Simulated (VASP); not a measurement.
# ZnO (zincite) (P6_3mc) in VASP: further runs

The runs below take ZnO (zincite) through single point, with PBE.

Program: VASP 6.6.1. These are calculated values, not measurements. Logs are shortened: lines on timing, memory, paths and dates and some standing lists are left out, and cuts for length are marked.

**What was measured.**

“Electronic structure of alkaline earth and post-transition metal oxides”, 2009, arxiv:0908.1581 quotes, for a bulk crystal of ZnO: band gap 3.37 eV.

The runs below are set against these values where they give the same quantity.

## Step 1: The crystal as given

Symmetry: P6_3mc, No. 186, hexagonal system. The conventional cell has a = 3.183 Å, b = 3.183 Å, c = 5.099 Å, α = 90.00°, β = 90.00°, γ = 120.00°. Zn (site symmetry 3m) has 4 O at 1.93 to 1.94 Å as nearest neighbours. O (site symmetry 3m) has 4 Zn at 1.93 to 1.94 Å as nearest neighbours.

## Step 2: Single point, PBE

The input, INCAR:

```
ALGO     = Normal         # electronic algorithm
EDIFF    = 1E-6           # SCF threshold, eV
ENCUT    = 520            # plane-wave cutoff, eV
GGA      = PE             # functional
ISIF     = 2              # what is computed and relaxed
ISMEAR   = -1             # smearing method
LASPH    = T              # aspherical terms in the spheres
LCHARG   = F              # write CHGCAR
LREAL    = F              # projectors in reciprocal space
LWAVE    = F              # write WAVECAR
NBANDS   = 26             # bands
NELM     = 80             # most SCF steps
PREC     = Accurate       # precision mode
SIGMA    = 0.05           # smearing width, eV
```

The input, KPOINTS:

```
k-points
0
Gamma
  9 9 5
```

The input, POSCAR:

```
ZnO
1.0
    3.1829769797      0.0000000000      0.0000000000
   -1.5914884899      2.7565389241      0.0000000000
    0.0000000000      0.0000000000      5.0994402224
Zn O
2 2
Direct
    0.6666666667      0.3333333333      0.0000000000
    0.3333333333      0.6666666667      0.5000000000
    0.3333333333      0.6666666667      0.8790100000
    0.6666666667      0.3333333333      0.3790100000
```

Potentials or basis: VASP PAW PBE potentials, release 64 (Zn, O).

Launch:

```console
> cat potpaw_PBE.64/Zn/POTCAR potpaw_PBE.64/O/POTCAR > POTCAR
> mpirun -np 1 vasp_std > vasp.out
```

OUTCAR:

```text
EDIFF = 1E-6
   ENCUT = 520
   GGA = PE
   ISIF = 2
   ISMEAR = -1
   LASPH = T
   LREAL = F
   NELM = 80
   PREC = Accurate

 ion  position               nearest neighbor table
   1  0.667  0.333  0.000-   4 1.93   3 1.94   3 1.94   3 1.94
   2  0.333  0.667  0.500-   3 1.93   4 1.94   4 1.94   4 1.94
   3  0.333  0.667  0.879-   2 1.93   1 1.94   1 1.94   1 1.94
   4  0.667  0.333  0.379-   1 1.93   2 1.94   2 1.94   2 1.94

  LATTYP: Found a hexagonal cell.
 ALAT       =     3.1829769797
 C/A-ratio  =     1.6020977390

  Lattice vectors:

 A1 = (   3.1829769797,   0.0000000000,   0.0000000000)
 A2 = (  -1.5914884899,   2.7565389241,   0.0000000000)
 A3 = (   0.0000000000,   0.0000000000,   5.0994402224)

Analysis of symmetry for initial positions (statically):
=====================================================================
 Subroutine PRICEL returns:
 Original cell was already a primitive cell.

 Routine SETGRP: Setting up the symmetry group for a
 hexagonal supercell.

 Subroutine GETGRP returns: Found 12 space group operations
 (whereof  6 operations were pure point group operations)
 out of a pool of 24 trial point group operations.

The static configuration has the point symmetry C_3v.
 The point group associated with its full space group is C_6v.

Analysis of symmetry for dynamics (positions and initial velocities):
=====================================================================
 Subroutine PRICEL returns:
 Original cell was already a primitive cell.

 Routine SETGRP: Setting up the symmetry group for a
 hexagonal supercell.

 Subroutine GETGRP returns: Found 12 space group operations
 (whereof  6 operations were pure point group operations)
 out of a pool of 24 trial point group operations.

The dynamic configuration has the point symmetry C_3v.
 The point group associated with its full space group is C_6v.

 Subroutine INISYM returns: Found 12 space group operations
 (whereof  6 operations are pure point group operations),
 and found     1 'primitive' translations

----------------------------------------------------------------------------------------

                                     Primitive cell

  volume of cell :      44.7425

  direct lattice vectors                    reciprocal lattice vectors
     3.182976980  0.000000000  0.000000000     0.314171295  0.181386882  0.000000000
    -1.591488490  2.756538924  0.000000000     0.000000000  0.362773764  0.000000000
     0.000000000  0.000000000  5.099440222     0.000000000  0.000000000  0.196099955

  length of vectors
     3.182976980  3.182976980  5.099440222     0.362773764  0.362773764  0.196099955

  position of ions in fractional coordinates (direct lattice)
     0.666666667  0.333333333  0.000000000
     0.333333333  0.666666667  0.500000000
     0.333333333  0.666666667  0.879010000
     0.666666667  0.333333333  0.379010000

  ion indices of the primitive-cell ions
   primitive index   ion index
                 1           1
                 2           2
                 3           3
                 4           4

----------------------------------------------------------------------------------------

 KPOINTS: k-points

Automatic generation of k-mesh.
 Grid dimensions read from file:
 generate k-points for:    9    9    5

 Generating k-lattice:

  Cartesian coordinates                     Fractional coordinates (reciprocal lattice)
     0.034907922  0.020154098  0.000000000     0.111111111  0.000000000  0.000000000
     0.000000000  0.040308196  0.000000000     0.000000000  0.111111111  0.000000000
     0.000000000  0.000000000  0.039219991     0.000000000  0.000000000  0.200000000

  Length of vectors
     0.040308196  0.040308196  0.039219991

  Shift w.r.t. Gamma in fractional coordinates (k-lattice)
     0.000000000  0.000000000  0.000000000

 Subroutine IBZKPT returns following result:
 ===========================================

 Found     36 irreducible k-points:

 Following reciprocal coordinates:
            Coordinates               Weight
  0.000000  0.000000  0.000000      1.000000
  0.111111 -0.000000  0.000000      6.000000
  0.222222  0.000000  0.000000      6.000000
  0.333333  0.000000  0.000000      6.000000
  0.444444  0.000000  0.000000      6.000000
  0.111111  0.111111  0.000000      6.000000
[... 16 lines left out ...]
  0.333333  0.222222  0.200000     24.000000
  0.333333  0.333333  0.200000      4.000000
 [... further k-points ...]
   k-points           NKPTS =     36   k-points in BZ     NKDIM =     36   number of bands    NBANDS=     26
   number of dos      NEDOS =    301   number of ions     NIONS =      4
   total plane-waves  NPLWV =  23040
   dimension x,y,z NGX =    24 NGY =   24 NGZ =   40
   dimension x,y,z NGXF=    48 NGYF=   48 NGZF=   80
   ions per type =               2   2
   NGX,Y,Z   is equivalent  to a cutoff of  12.54, 12.54, 13.04 a.u.
   NGXF,Y,Z  is equivalent  to a cutoff of  25.07, 25.07, 26.08 a.u.
 SYSTEM =  unknown system
   PREC   = accura    normal or accurate (medium, high low for compatibility)
   ISTART =      0    job   : 0-new  1-cont  2-samecut
   ICHARG =      2    charge: 1-file 2-atom 10-const
   ISPIN  =      1    spin polarized calculation?
   LNONCOLLINEAR =      F non collinear calculations
   LSORBIT =      F    spin-orbit coupling
   LASPH  =      T    aspherical Exc in radial PAW
   ENCUT  =  520.0 eV  38.22 Ry    6.18 a.u.   5.92  5.92  9.48*2*pi/ulx,y,z
   NELM   =     80;   NELMIN=  2; NELMDL= -5     # of ELM steps
   EDIFF  = 0.1E-05   stopping-criterion for ELM
   LREAL  =      F    real-space projection
   EDIFFG = 0.1E-04   stopping-criterion for IOM
   NSW    =      0    number of steps for IOM
   IBRION =     -1    ionic relax: 0-MD 1-quasi-New 2-CG
   NFREE  =      0    steps in history (QN), initial steepest desc. (CG)
   ISIF   =      2    stress and relaxation
   ISYM   =      2    0-nonsym 1-usesym 2-fastsym
   POTIM  = 0.5000    time-step for ionic-motion
   TEBEG  =    0.0;   TEEND  =   0.0 temperature during run
   PSTRESS=    0.0 pullay stress
   NELECT =      36.0000    total number of electrons
   NUPDOWN=      -1.0000    fix difference up-down
   EMIN   =  10.00;   EMAX   =-10.00  energy-range for DOS
   EFERMI =   0.00;   METHOD = LEGACY
   ISMEAR =    -1;   SIGMA  =   0.05  broadening in eV -4-tet -1-fermi 0-gaus
   EFERMI_NEDOS =   21; number of points for ismear=-14 and -15
   IALGO  =     38    algorithm
   IMIX   =      4    mixing-type and parameters
     AMIX     =   0.40;   BMIX     =  1.00
     AMIX_MAG =   1.60;   BMIX_MAG =  1.00
  volume/ion in A,a.u.               =      11.19        75.48
  Fermi-wavevector in a.u.,A,eV,Ry     =   1.522658  2.877406 31.544924  2.318487
  Thomas-Fermi vector in A             =   2.631207
   LORBIT       =      0    0 simple, 1 ext, 2 COOP (PROOUT), +10 PAW based schemes
   GGA     = PE    functional components
   LHFCALC =     F    Hartree Fock is set to
   AEXX    =    0.0000 exact exchange contribution
   IVDW    =     0    specifies the selected vdW correction
   LEPSILON=     F    determine dielectric tensor
   LRPA    =     F    only Hartree local field effects (RPA)
 non-spin polarized calculation
  energy-cutoff  :      520.00
  volume of cell :       44.74
 maximum number of plane-waves:      1228
 NGX is ok and might be reduce to    24
   NGX = 11   NGY = 11   NGZ = 19

 number of electron      35.9999989 magnetization

 Free energy of the ion-electron system (eV)
  ---------------------------------------------------
  ext. energy  EPLUGINS =         0.00000000
  ---------------------------------------------------
  free energy    TOTEN  =       -17.62049461 eV

  energy without entropy =      -17.62049300  energy(sigma->0) =      -17.62049381

 E-fermi :   2.2644     XC(G=0): -11.2462

 val. band max:        1.7873871088   @ k =   0.0000   0.0000   0.0000
 cond. band min:       2.6675729479   @ k =   0.0000   0.0000   0.0000
 fundamental gap:      0.8801858391
 Fermi energy:         2.2643605897

 k-point     1 :       0.0000    0.0000    0.0000
  band No.  band energies     occupation
      1     -16.8272      2.00000
      2     -15.9954      2.00000
      3      -4.3451      2.00000
      4      -4.2284      2.00000
      5      -4.2284      2.00000
      6      -4.1806      2.00000
[... 18 lines left out ...]
     25      16.3325      0.00000
     26      16.3325      0.00000

 k-point     2 :       0.1111   -0.0000    0.0000
  band No.  band energies     occupation
      1     -16.7514      2.00000
      2     -15.9626      2.00000
      3      -4.3351      2.00000
      4      -4.2243      2.00000
      5      -4.1861      2.00000
      6      -4.1355      2.00000
[... 18 lines left out ...]
     25      16.4803      0.00000
     26      16.4968      0.00000

 k-point     3 :       0.2222    0.0000    0.0000
  band No.  band energies     occupation
      1     -16.5486      2.00000
      2     -15.8841      2.00000
      3      -4.5148      2.00000
      4      -4.1471      2.00000
      5      -4.0868      2.00000
      6      -4.0106      2.00000
[... 18 lines left out ...]
     25      15.5866      0.00000
     26      16.4596      0.00000

 k-point     4 :       0.3333    0.0000    0.0000
  band No.  band energies     occupation
      1     -16.2897      2.00000
      2     -15.8116      2.00000
      3      -4.6258      2.00000
      4      -4.2270      2.00000
      5      -3.9964      2.00000
      6      -3.8201      2.00000
[... 18 lines left out ...]
     25      15.5258      0.00000
     26      16.3029      0.00000

 k-point     5 :       0.4444    0.0000    0.0000
  band No.  band energies     occupation
      1     -16.0846      2.00000
      2     -15.7932      2.00000
      3      -4.5760      2.00000
      4      -4.3462      2.00000
      5      -3.9543      2.00000
      6      -3.6466      2.00000
[... 18 lines left out ...]
     25      15.3138      0.00000
     26      16.4702      0.00000

 k-point     6 :       0.1111    0.1111    0.0000
  band No.  band energies     occupation
      1     -16.6120      2.00000
      2     -15.9069      2.00000
      3      -4.4246      2.00000
      4      -4.2324      2.00000
      5      -4.0721      2.00000
      6      -4.0447      2.00000
[... 427 lines left out ...]
 k-point    21 :       0.4444    0.1111    0.2000
  band No.  band energies     occupation
      1     -15.9972      2.00000
      2     -15.8145      2.00000
      3      -4.5542      2.00000
      4      -4.4227      2.00000
      5      -3.9511      2.00000
      6      -3.6923      2.00000
[... 18 lines left out ...]
     25      15.0262      0.00000
     26      16.2364      0.00000

 k-point    22 :       0.2222    0.2222    0.2000
  band No.  band energies     occupation
      1     -16.1256      2.00000
      2     -15.8237      2.00000
      3      -4.4829      2.00000
      4      -4.3762      2.00000
      5      -3.9254      2.00000
      6      -3.9111      2.00000
[... 18 lines left out ...]
     25      14.1314      0.00000
     26      17.5008      0.00000

 k-point    23 :       0.3333    0.2222    0.2000
  band No.  band energies     occupation
      1     -15.9625      2.00000
      2     -15.8139      2.00000
      3      -4.3874      2.00000
      4      -4.2261      2.00000
      5      -3.9961      2.00000
      6      -3.7784      2.00000
[... 18 lines left out ...]
     25      14.9542      0.00000
     26      16.6150      0.00000

 k-point    24 :       0.3333    0.3333    0.2000
  band No.  band energies     occupation
      1     -15.8588      2.00000
      2     -15.8588      2.00000
      3      -4.2652      2.00000
      4      -4.0651      2.00000
      5      -4.0651      2.00000
      6      -3.7065      2.00000
[... 18 lines left out ...]
     25      15.5704      0.00000
     26      16.9646      0.00000

 [... further k-points ...]
[... 5 lines left out ...]
  --------------------------------------------------------------------------------------
  -------------------------------------------------------------------------------------
  Total        4.5422830      4.5422830      5.1307932     -0.0000000      0.0000000      0.0000000
  in kB      162.6539595    162.6539595    183.7278346     -0.0000000      0.0000000      0.0000000
  external PRESSURE =     169.6785845 kB  Pullay stress =       0.0000000 kB

 VOLUME and BASIS-vectors are now :
 -----------------------------------------------------------------------------
  energy-cutoff  :      520.00
  volume of cell :       44.74
      direct lattice vectors                 reciprocal lattice vectors
     3.182976980  0.000000000  0.000000000     0.314171295  0.181386882  0.000000000
    -1.591488490  2.756538924  0.000000000     0.000000000  0.362773764  0.000000000
     0.000000000  0.000000000  5.099440222     0.000000000  0.000000000  0.196099955

 POSITION                                       TOTAL-FORCE (eV/Angst)
 -----------------------------------------------------------------------------------
      1.59149      0.91885      0.00000         0.000000      0.000000     -0.097299
     -0.00000      1.83769      2.54972        -0.000000     -0.000000     -0.097299
     -0.00000      1.83769      4.48246        -0.000000      0.000000      0.097299
      1.59149      0.91885      1.93274         0.000000     -0.000000      0.097299
 -----------------------------------------------------------------------------------
    total drift:                                0.000001      0.000001      0.001252

  FREE ENERGIE OF THE ION-ELECTRON SYSTEM (eV)
  ---------------------------------------------------
  free  energy   TOTEN  =       -17.6204946149 eV

  energy  without entropy=      -17.6204929956  energy(sigma->0) =      -17.62049381
```

Run time: 41 s. Hardware: 1 thread of Intel Xeon Platinum 8375C at 2.90GHz (Ice Lake), shared host; peak memory 0.17 GiB.

What came out:

```
Free energy            : -17.6205 eV
Pressure               : 17.0 GPa
Largest force          : 0.097 eV/Å
Band gap on the k mesh : 0.88 eV, direct
```

Forces in eV/Å, atoms in the order of the input:
```
Zn   0.000  0.000 -0.097
Zn   0.000  0.000 -0.097
O    0.000  0.000  0.097
O    0.000  0.000  0.097
```

Stress tensor (GPa, compression positive):
```
16.27  0.00  0.00
 0.00 16.27  0.00
 0.00  0.00 18.37
```

Levels at points of the mesh, in eV from the valence-band top:
```
           k point  band 15  band 16  band 17  band 18  band 19  band 20  band 21  band 22
(0.00, 0.00, 0.00)    -0.89    -0.09     0.00     0.00     0.88     5.44     8.47    13.16
```

Caveat: so large a pressure means that the cell lies far from this level's equilibrium, or that cutoff or potentials fall short.

## Step 3: Single point, PBE

This run uses another cell than the first one, of 12.61 Å³/atom, 1.128 times its volume.

The input, INCAR:

```
SYSTEM = ZnO
PREC = Accurate ; ENCUT = 520
EDIFF = 1E-7 ; ISMEAR = -1
SIGMA = 0.05 ; LREAL = .False.
LASPH = .True. ; NELM = 60
ALGO = Normal ; ISIF = 2
LWAVE = .False. ; LCHARG = .False.
GGA = PE ; NBANDS = 26
```

The input, KPOINTS:

```
regular mesh
0
Gamma
  9 9 5
  0 0 0
```

The input, POSCAR:

```
ZnO
1.0
    3.3130361008      0.0000000000      0.0000000000
   -1.6565180504      2.8691734269      0.0000000000
    0.0000000000      0.0000000000      5.3078076462
Zn O
2 2
Direct
    0.6666666667      0.3333333333      0.0000000000
    0.3333333333      0.6666666667      0.5000000000
    0.3333333333      0.6666666667      0.8790100000
    0.6666666667      0.3333333333      0.3790100000
```

Potentials or basis: VASP PAW PBE potentials, release 64 (Zn, O).

Launch:

```console
> cat potpaw_PBE.64/Zn/POTCAR potpaw_PBE.64/O/POTCAR > POTCAR
> mpirun -np 1 vasp_std > vasp.out
```

Run time: 58 s. Hardware: 1 thread of Intel Xeon Platinum 8375C at 2.90GHz (Ice Lake), shared host; peak memory 0.18 GiB.

Results (log left out):

```yaml
Free_energy: -17.8564 eV
Pressure: -2.0 GPa
Largest_force: 0.054 eV/Å
Band_gap_on_the_k_mesh: 0.70 eV, direct
```

Forces in eV/Å, atoms in the order of the input:
```
Zn   0.000  0.000 -0.054
Zn   0.000  0.000 -0.054
O    0.000  0.000  0.054
O    0.000  0.000  0.054
```

Stress tensor (GPa, compression positive):
```
-2.52  0.00  0.00
 0.00 -2.52  0.00
 0.00  0.00 -1.04
```

Levels at points of the mesh, in eV from the valence-band top:
```
           k point  band 16  band 17  band 18  band 19  band 20  band 21
(0.00, 0.00, 0.00)    -0.05     0.00     0.00     0.70     4.99     8.07
```

## Step 4: Comparison with measurements

Step 2. Measured gap of ZnO: 3.37 eV (quoted in “Electronic structure of alkaline earth and post-transition metal oxides”, 2009, arxiv:0908.1581). This calculation gives 0.88 eV (-2.49 eV). So large a miss can be the level of theory's own, or it may mean another phase, state or a wrong row. The value is that of PBE, without temperature or zero-point motion. Semilocal functionals fall short of measured gaps as a rule.

Step 3. A measured gap of ZnO is 3.37 eV (quoted in “Electronic structure of alkaline earth and post-transition metal oxides”, 2009, arxiv:0908.1581); the calculated 0.70 eV misses it by -2.67 eV. So large a miss can be the level of theory's own, or it may mean another phase, state or a wrong row. The value is that of PBE, without temperature or zero-point motion. Semilocal functionals fall short of measured gaps as a rule.
